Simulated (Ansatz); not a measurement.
# CsPbCl3 (model cell, started as cubic perovskite with Pb in the octahedra): relaxing the cell for a phonon run

Wanted: the relaxed cell of CsPbCl3 (model cell, started as cubic perovskite with Pb in the octahedra).

Main program and level: Ansatz 0.2.0; DFT PBEsol, scalar-relativistic, plane waves, PAW; PAW set soft_1.

Most raw output is cut from this account.

## Step 1: Set-up

Symmetry: Pm-3m, No. 221, cubic system. The conventional cell has a = 5.880 Å, b = 5.880 Å, c = 5.880 Å, α = 90.00°, β = 90.00°, γ = 90.00°. Nearest to Cs lie 12 Cl at 4.16 Å. Nearest to Pb lie 6 Cl at 2.94 Å. Cl has 2 Pb at 2.94 Å and 4 Cs at 4.16 Å nearest. Farther neighbours and most contacts between anions are not listed.

## Step 2: A coarse first look

A quick single point on a coarse mesh tells whether the cell has a gap and how far it is from rest, which sets the k mesh and smearing that follow.

input.yaml

```yaml
crystal:
  lattice:
    - [5.88, 0.0, 0.0]
    - [0.0, 5.88, 0.0]
    - [0.0, 0.0, 5.88]
  atoms:
    - { symbol: Cs, position: [0.0, 0.0, 0.0] }
    - { symbol: Pb, position: [0.5, 0.5, 0.5] }
    - { symbol: Cl, position: [0.5, 0.5, 0.0] }
    - { symbol: Cl, position: [0.5, 0.0, 0.5] }
    - { symbol: Cl, position: [0.0, 0.5, 0.5] }
kpoints:
  mp_grid: { grid: [4, 4, 4] }
hamiltonian:
  xc: pbesol
  pseudopotentials: { kind: paw, azcp: { folder: soft_1 }, xc_functional: pbe }
scf:
  occupations: { method: gaussian, width: 0.1 }
output:
  forces: true
  stress: true
  eigenvalues: true
```

Command:

```bash
ansatz run input.yaml --threads 4 --pin off --max-ram 16384MiB --backend cpu --events-out ev --progress --plain --runs-dir out
```

It took 1.3 s on 4 threads of Arm Neoverse V1, shared host; peak memory 0.49 GiB; 4.5 s of CPU time.

Numbers from this step:

- pressure: -2.428 GPa
- gap on the k-mesh: 2.322 eV
- volume per atom: 40.66 Å³
- direct gap on mesh: 2.322 eV

The coarse mesh shows a gap of 2.32 eV and a pressure of -2.4 GPa.

## Step 3: Relaxation

The cell and atoms are relaxed, since residual forces and stress would shift the frequencies.

input.yaml: that of step 2 with these lines changed.

```diff
@@ -17,3 +17,3 @@
 scf:
-  occupations: { method: gaussian, width: 0.1 }
+  occupations: { method: gaussian, width: 0.02 }
 output:
@@ -22 +22,6 @@
   eigenvalues: true
+relax:
+  adjacent_minimum: "off"
+  f_tol: 0.005
+  max_steps: 80
+  cell: { stress_tol: 0.05 }
```

The job ended after 6.6 s (4 threads; peak memory 0.52 GiB).

Step by step:

| step | energy less that of the first step (eV) | largest force component (eV/Å) | pressure (GPa) | volume (Å³) |
| --- | --- | --- | --- | --- |
| 1 | 0.0000 | 0.0000 | -2.43 | 203.30 |
| 2 | -0.1591 | 0.0000 | -1.44 | 190.38 |
| 3 | -0.2129 | 0.0000 | 0.55 | 174.37 |
| 4 | -0.2187 | 0.0000 | -0.07 | 178.51 |
| 5 | -0.2188 | 0.0000 | 0.00 | 178.04 |
| 6* | -0.2179 | 0.0000 | -0.01 | 178.04 |

Relaxation steps marked * repeat the geometry before them on a plane-wave basis chosen anew for their cell, so energy and pressure can jump there.

Forces are held to the 48 operations that the run works with; a distortion that breaks them can't arise in this run.

| conventional cell, symmetrised | before | after | change |
| --- | --- | --- | --- |
| a (Å) | 5.880 | 5.626 | -4.3 % |
| b (Å) | 5.880 | 5.626 | -4.3 % |
| c (Å) | 5.880 | 5.626 | -4.3 % |
| volume (Å³/atom) | 40.66 | 35.61 | -12.4 % |

The relaxed structure:

```cif
data_structure
_symmetry_space_group_name_H-M 'P 1'
_symmetry_Int_Tables_number 1
_cell_length_a 5.6256
_cell_length_b 5.6256
_cell_length_c 5.6256
_cell_angle_alpha 90.000
_cell_angle_beta 90.000
_cell_angle_gamma 90.000
_cell_volume 178.04
loop_
_atom_site_label
_atom_site_type_symbol
_atom_site_fract_x
_atom_site_fract_y
_atom_site_fract_z
_atom_site_occupancy
Cs1 Cs 0.00000 0.00000 0.00000 1
Pb2 Pb 0.50000 0.50000 0.50000 1
Cl3 Cl 0.50000 0.50000 0.00000 1
Cl4 Cl 0.50000 0.00000 0.50000 1
Cl5 Cl 0.00000 0.50000 0.50000 1
```

Numbers from this step:

```yaml
pressure: -0.005892 GPa
gap_on_the_k_mesh: 1.854 eV
volume_per_atom: 35.61 Å³
direct_gap_on_mesh: 1.854 eV
```

In this step the volume went from 40.66 to 35.61 Å³/atom.

## Step 4: Relaxation

The relaxation is repeated from its end on the same settings, as a check that it has come to rest.

input.yaml: that of step 3 with these lines changed.

```diff
@@ -2,5 +2,5 @@
   lattice:
-    - [5.88, 0.0, 0.0]
-    - [0.0, 5.88, 0.0]
-    - [0.0, 0.0, 5.88]
+    - [5.6256294216, 0.0, 0.0]
+    - [0.0, 5.6256294216, 0.0]
+    - [0.0, 0.0, 5.6256294216]
   atoms:
@@ -22,2 +22,6 @@
   eigenvalues: true
+  write_density: true
+  write_potential: true
+  elf: true
+  volumetric_format: npy
 relax:
```

Elapsed: 2.5 s, on 4 threads; peak memory 0.48 GiB.

Little changed from the start: no atom moved by 0.005 Å and no cell edge by 0.1 %.

Numbers from this step:

| Quantity | Value |
| --- | --- |
| pressure | -0.005891 GPa |

Valence density in the ac plane at fractional y = 0.500, with atoms of Pb and Cl within 0.2 Å of it. It is the smooth field of the valence electrons, not physical close to the nuclei.

Ten steps, logarithmic in the rise over the least value, from '_' (0.0 e/Å³) to '@' (7.1 e/Å³), each cell a mean:
```
________::==********++--..______
________..--++******==::..______
________..::--======--..________
......____..::------::..____....
----::......--====--::......::--
**++==::::--++**##**==::::--==++
****++----==##%%@@%%**----==****
++****==--++%%@@@@@@##==--==****
****++----++##@@@@%%**==--==****
****==--::--**##%%##++--::--++**
====--....::--++++==--....::--==
::::........::------::..__....::
________....----==--::..________
________..--==++**++==::..______
________::==********++--..______
________::==****++****--..______
```
Columns run along a (5.6 Å), rows up along c (5.6 Å). Atoms in or near the plane, at fractional coordinates: Pb at (0.50, 0.50), Cl at (0.50, 0.00), Cl at (0.00, 0.50).

ELF in the ac plane at fractional y = 0.500, with atoms of Pb and Cl within 0.2 Å of it. It is the smooth field of the valence electrons, not physical close to the nuclei.

Ten even steps from '0' (0.00) to '9' (0.87), each cell a mean:
```
0003799758985100
0001589999973000
2100157887631001
6420012333200135
9852012332210378
9984134545422699
8995244213523798
3796243001433895
5896244102533897
9995135434422799
9973123444311589
7631011222100157
3200135665420013
0000379999852000
0002699879984100
0003799538996200
```
Columns run along a (5.6 Å), rows up along c (5.6 Å). Atoms in or near the plane, at fractional coordinates: Pb at (0.50, 0.50), Cl at (0.50, 0.00), Cl at (0.00, 0.50).

Electrostatic potential energy in the ac plane at fractional y = 0.500, with atoms of Pb and Cl within 0.2 Å of it. With pseudopotentials it is smooth inside the atoms' cores, unlike the true potential.

Values in eV, 16 rows by 16 columns, each cell a mean:
```
  8   8   9   9   8   2 -23 -36 -37 -33 -10   6   8   9   9   8
  8   9   9   9   8   6  -7 -23 -27 -17   1   7   9   9   9   9
  9   9   9   9   8   7   4   0  -2   2   6   8   9   9   9   9
  8   8   9   8   8   7   5   4   3   4   6   7   8   9   9   8
  6   7   8   8   7   4   1  -3  -4  -1   3   6   7   8   7   6
-14  -5   4   6   5   0 -15 -29 -31 -24  -7   3   6   6   1 -10
-35 -28  -7   4   3  -9 -33 -37 -37 -37 -24  -1   4   2 -17 -33
-38 -35 -15   3   2 -16 -37 -34 -32 -37 -31  -4   3  -2 -27 -37
-37 -33 -11   3   2 -13 -36 -36 -34 -37 -29  -3   4   0 -23 -36
-27 -17   0   5   4  -4 -25 -36 -37 -33 -15   1   5   4  -7 -23
  0   4   6   7   6   3  -4 -13 -16  -9   0   4   7   7   6   2
  8   8   8   8   7   6   4   2   2   3   5   7   8   8   8   8
  9   9   9   9   8   7   5   3   3   4   6   8   8   9   9   9
  9   9   9   9   8   6   0 -11 -15  -7   4   8   9   9   9   9
  8   8   9   9   8   4 -17 -33 -35 -28  -5   7   8   9   9   8
  8   8   9   9   8   0 -27 -37 -38 -35 -14   6   8   9   8   8
```
Columns run along a (5.6 Å; values clipped at the 3rd and 97th percentile), rows up along c (5.6 Å). Atoms in or near the plane, at fractional coordinates: Pb at (0.50, 0.50), Cl at (0.50, 0.00), Cl at (0.00, 0.50).

In this step the volume went from 35.61 to 35.61 Å³/atom.

## Step 5: Tight relaxation, k-mesh 4×4×4

Phonons need a cell at rest on their own settings, so the relaxation is repeated with tight tolerances on forces and stress on the k mesh and occupations of the first response run.

input.yaml: that of step 4 with these lines changed.

```diff
@@ -17,3 +17,3 @@
 scf:
-  occupations: { method: gaussian, width: 0.02 }
+  occupations: { method: fixed }
 output:
@@ -28,4 +28,4 @@
   adjacent_minimum: "off"
-  f_tol: 0.005
-  max_steps: 80
-  cell: { stress_tol: 0.05 }
+  f_tol: 0.001
+  max_steps: 60
+  cell: { stress_tol: 0.01 }
```

Wall time 2.6 s (4 threads); peak memory 0.49 GiB.

Little changed from the start: no atom moved by 0.005 Å and no cell edge by 0.1 %.

Valence density in the ac plane at fractional y = 0.500, with atoms of Pb and Cl within 0.2 Å of it. It is the smooth field of the valence electrons, not physical close to the nuclei.

Values in e/Å³, 16 rows by 16 columns, each cell a mean:
```
0.0 0.0 0.0 0.0 0.1 0.5 1.4 1.5 1.3 1.6 1.0 0.3 0.1 0.0 0.0 0.0
0.0 0.0 0.0 0.0 0.1 0.3 0.8 1.3 1.4 1.1 0.6 0.2 0.1 0.0 0.0 0.0
0.0 0.0 0.0 0.0 0.1 0.2 0.3 0.6 0.6 0.5 0.2 0.1 0.0 0.0 0.0 0.0
0.1 0.1 0.1 0.0 0.0 0.1 0.2 0.3 0.3 0.2 0.1 0.1 0.0 0.0 0.1 0.1
0.3 0.2 0.1 0.1 0.1 0.1 0.2 0.4 0.4 0.3 0.2 0.1 0.1 0.1 0.2 0.3
1.1 0.8 0.4 0.2 0.1 0.3 0.7 1.5 1.8 1.2 0.5 0.2 0.1 0.2 0.6 1.0
1.6 1.5 0.8 0.3 0.2 0.6 2.0 4.1 4.8 3.2 1.2 0.3 0.2 0.5 1.1 1.6
0.9 1.6 1.1 0.4 0.3 0.8 3.0 6.1 7.1 4.8 1.8 0.4 0.3 0.6 1.4 1.3
1.3 1.6 1.0 0.4 0.3 0.7 2.6 5.2 6.1 4.1 1.5 0.4 0.3 0.6 1.3 1.5
1.5 1.2 0.6 0.2 0.2 0.4 1.3 2.6 3.0 2.0 0.7 0.2 0.2 0.3 0.8 1.4
0.6 0.4 0.2 0.1 0.1 0.2 0.4 0.7 0.8 0.6 0.3 0.1 0.1 0.2 0.3 0.5
0.2 0.1 0.1 0.0 0.0 0.1 0.2 0.3 0.3 0.2 0.1 0.1 0.0 0.1 0.1 0.1
0.0 0.0 0.0 0.0 0.0 0.1 0.2 0.4 0.4 0.3 0.2 0.1 0.0 0.0 0.0 0.0
0.0 0.0 0.0 0.0 0.1 0.2 0.6 1.0 1.1 0.8 0.4 0.1 0.1 0.0 0.0 0.0
0.0 0.0 0.0 0.0 0.1 0.4 1.2 1.6 1.6 1.5 0.8 0.2 0.1 0.0 0.0 0.0
0.0 0.0 0.0 0.0 0.2 0.6 1.5 1.3 0.9 1.6 1.1 0.3 0.1 0.0 0.0 0.0
```
Columns run along a (5.6 Å), rows up along c (5.6 Å). Atoms in or near the plane, at fractional coordinates: Pb at (0.50, 0.50), Cl at (0.50, 0.00), Cl at (0.00, 0.50).

Electrostatic potential energy in the ac plane at fractional y = 0.500, with atoms of Pb and Cl within 0.2 Å of it. With pseudopotentials it is smooth inside the atoms' cores, unlike the true potential.

Ten even steps from '_' (-38 eV) to '@' (9 eV), each cell a mean:
```
@@@@@@@@@@%%--______++@@@@@@@@@@
@@@@@@@@@@@@**--::==%%@@@@@@@@@@
@@@@@@@@@@@@@@%%##%%@@@@@@@@@@@@
@@@@@@@@@@@@@@%%%%@@@@@@@@@@@@@@
@@@@@@@@@@@@%%######%%@@@@@@@@@@
++**%%@@@@%%==....--**%%@@@@%%++
__::**@@%%**..______--##@@%%==__
____==%%%%==____..__..##%%##::__
__..++%%%%++________..##%%%%--__
::==%%@@%%##::____..==%%@@@@**--
%%%%@@@@@@%%##++==**%%@@@@@@@@%%
@@@@@@@@@@@@%%%%%%%%@@@@@@@@@@@@
@@@@@@@@@@@@@@%%%%@@@@@@@@@@@@@@
@@@@@@@@@@@@%%++==**%%@@@@@@@@@@
@@@@@@@@@@%%==..__::**@@@@@@@@@@
@@@@@@@@@@%%::______++@@@@@@@@@@
```
Columns run along a (5.6 Å; values clipped at the 3rd and 97th percentile), rows up along c (5.6 Å). Atoms in or near the plane, at fractional coordinates: Pb at (0.50, 0.50), Cl at (0.50, 0.00), Cl at (0.00, 0.50).

ELF in the ac plane at fractional y = 0.500, with atoms of Pb and Cl within 0.2 Å of it. It is the smooth field of the valence electrons, not physical close to the nuclei.

Ten even steps from '0' (0.00) to '9' (0.87), each cell a mean:
```
0003799758985100
0001589999973000
2100157887631001
6420012333200135
9852012332210378
9984134545422699
8995244213523798
3796243001433895
5896244102533897
9995135434422799
9973123444311589
7631011222100157
3200135665420013
0000379999852000
0002699879984100
0003799538996200
```
Columns run along a (5.6 Å), rows up along c (5.6 Å). Atoms in or near the plane, at fractional coordinates: Pb at (0.50, 0.50), Cl at (0.50, 0.00), Cl at (0.00, 0.50).

The forces vanish by symmetry and the pressure is -0.006 GPa, within the tolerances set. The cell now holds 35.61 Å³/atom.

## Step 6: Relaxing to small forces for the phonons, k-mesh 8×8×8

The k mesh is raised to 8×8×8 since a zone-centre run on the first mesh warned that it was too coarse for the force constants, and the cell is relaxed again on it.

input.yaml: that of step 5 with these lines changed.

```diff
@@ -12,3 +12,3 @@
 kpoints:
-  mp_grid: { grid: [4, 4, 4] }
+  mp_grid: { grid: [8, 8, 8] }
 hamiltonian:
@@ -22,6 +22,2 @@
   eigenvalues: true
-  write_density: true
-  write_potential: true
-  elf: true
-  volumetric_format: npy
 relax:
```

Run time: 11 s. Hardware: 4 threads; peak memory 0.56 GiB.

The steps of the relaxation:

| step | energy less that of the first step (eV) | largest force component (eV/Å) | pressure (GPa) | volume (Å³) |
| --- | --- | --- | --- | --- |
| 1 | 0.0000 | 0.0000 | -0.10 | 178.04 |
| 2 | -0.0002 | 0.0000 | -0.04 | 177.58 |
| 3 | -0.0003 | 0.0000 | 0.00 | 177.32 |
| 4* | -0.0002 | 0.0000 | 0.00 | 177.32 |

Relaxation steps marked * repeat the geometry before them on a plane-wave basis chosen anew for their cell, so energy and pressure can jump there.

The run keeps the 48 symmetry operations that it works with, so distortions that break them were not tested.

| conventional cell, symmetrised | before | after | change |
| --- | --- | --- | --- |
| a (Å) | 5.626 | 5.618 | -0.1 % |
| b (Å) | 5.626 | 5.618 | -0.1 % |
| c (Å) | 5.626 | 5.618 | -0.1 % |
| volume (Å³/atom) | 35.61 | 35.46 | -0.4 % |

The relaxed structure:

```xyz
5
Lattice="5.6180 0.0000 0.0000 0.0000 5.6180 0.0000 0.0000 0.0000 5.6180" Properties=species:S:1:pos:R:3 pbc="T T T"
Cs    0.0000    0.0000    0.0000
Pb    2.8090    2.8090    2.8090
Cl    2.8090    2.8090    0.0000
Cl    2.8090    0.0000    2.8090
Cl    0.0000    2.8090    2.8090
```

Numbers from this step:

```yaml
pressure: 9.58e-5 GPa
gap_on_the_k_mesh: 1.842 eV
volume_per_atom: 35.46 Å³
direct_gap_on_mesh: 1.842 eV
```

The forces vanish by symmetry and the pressure is 0.000 GPa, within the tolerances set. The cell now holds 35.46 Å³/atom.

## Step 7: Outcome

```json
{
 "space group after relaxation (within 0.01 Å)": "Pm-3m",
 "lattice constant a": "5.618 Å",
 "lattice constant b": "5.618 Å",
 "lattice constant c": "5.618 Å",
 "volume per atom": "35.5 Å³",
 "gap on the k-mesh": "1.84 eV"
}
```

In words: The forces vanish by symmetry and the pressure is 0.000 GPa, within the tolerances set. The cell now holds 35.46 Å³/atom. The relaxation keeps the symmetry of its start, so it says nothing on stability against lower symmetry. Spin-orbit coupling is left out, which can matter for the heavy elements here. The PAW files were made for PBE and serve the other functionals too. The starting cell was built on a prototype and not taken from a measurement, so the phase need not exist.

[Logs are printed without paths, hosts, clocks, repeated set-up lines and the standing remarks that a program may print on its own settings, such as how far it seeks lower states.]

[Hosts, paths, dates, database ids (printed as entryN), source tags and the programs' standing remarks are cut or masked in the printed files.]
